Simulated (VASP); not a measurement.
Runs of VASP 6.6.1 on CdO (Monteponite). It takes space group Fm-3m (No. 225, cubic). The conventional cell has a = 4.699 Å, b = 4.699 Å, c = 4.699 Å, α = 90.00°, β = 90.00°, γ = 90.00°. Cd (site symmetry m-3m) has 6 O at 2.35 Å as nearest neighbours. O (site symmetry m-3m) has 6 Cd at 2.35 Å as nearest neighbours. 

```tsv
level	potentials or basis	spin	k mesh	grid for exact exchange (PRECFOCK)	screening parameter	gap on the mesh (eV)	pressure (GPa)
PBEsol	VASP PAW PBE potentials, release 64 (Cd, O)	SOC, no magnetisation	11 × 11 × 11	-	-	-	0.7
LDA	VASP PAW LDA potentials, release 64 (Cd, O)	off	11 × 11 × 11	-	-	none	-4.3
HSE06	VASP PAW PBE potentials, release 64 (Cd, O)	off	6 × 6 × 6	Fast	0.2 1/A	(a)	2.2
PBEsol	VASP PAW PBE potentials, release 64 (Cd, O)	off	11 × 11 × 11	-	-	none	0.7
```

Alike in all rows: task single point; cell as given; cutoff (eV) 520; smearing fermi-dirac 0.05 eV.

Q: Fill in the values left out.

A: (a) 0.90.

Caveats: the PAW data sets were made with another functional, which shifts forces and pressure a little (some runs); this crystal is a semiconductor, whose small gap the functional closes, so the metal is an error of the method (some runs).

A k mesh can miss the band edges, and rows without SOC leave out spin-orbit coupling on Cd.

A gap of «none» marks a metal or a gap under the smearing width.
